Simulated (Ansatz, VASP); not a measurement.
**Two plane-wave programs on B**

INCAR

```
PREC = Accurate
ENCUT = 520
EDIFF = 1E-8
ISMEAR = -1
SIGMA = 0.05
LREAL = F
LASPH = T
NELM = 100
ALGO = Normal
ISIF = 2
LWAVE = F
LCHARG = F
GGA = PE
LEFG = T
NBANDS = 8
```

File KPOINTS:

```
Automatic mesh
0
Gamma
  18 18 18
```

POSCAR

```
B
1.0
    1.8715239965      0.0000000000      0.0000000000
    0.0000000000      1.8715239965      0.0000000000
    0.0000000000      0.0000000000      1.9137908036
B
1
Direct
    0.0000000000      0.0000000000      0.0000000000
```

Input for Ansatz:

```yaml
crystal:
  lattice:
    - [1.8715239965, 0.0, 0.0]
    - [0.0, 1.8715239965, 0.0]
    - [0.0, 0.0, 1.9137908036]
  atoms:
    - { symbol: B, position: [0.0, 0.0, 0.0] }
kpoints:
  mp_grid: { grid: [18, 18, 18] }
scf:
  occupations: { method: fermi_dirac, width: 0.05 }
hamiltonian:
  xc: pbe
  pseudopotentials: { kind: paw }
output:
  forces: true
  stress: true
  eigenvalues: true
  efg: { contact_densities: true }
```

Change from the starting cell: z stretched by +1.5 % at fixed volume, PAW files.

Alike in both runs: task electric field gradients; functional PBE; k mesh 18 × 18 × 18; occupations fermi-dirac, width 0.05 eV; no spin polarisation.

|  | VASP | Ansatz |
| --- | --- | --- |
| version | VASP 6.6.1 | Ansatz 0.2.0 |
| potentials or method | VASP PAW PBE potentials, release 64 (B) | PAW with Ansatz's default frozen-core files, scalar-relativistic |
| plane-wave cutoff (eV) | 520 | 420 |
| valence electrons in the cell | 3 | 3 |

Ansatz gave:

* pressure (GPa): 0.2
* largest component of the traceless stress (GPa): 3.10
* Vzz of the field gradient on the site that differs most (V/Å²): 1.2

Problem. What did VASP give for the same quantities?

Solution. Pressure (GPa): 0.2; largest component of the traceless stress (GPa): 3.09; Vzz of the field gradient on the site that differs most (V/Å²): 1.5.
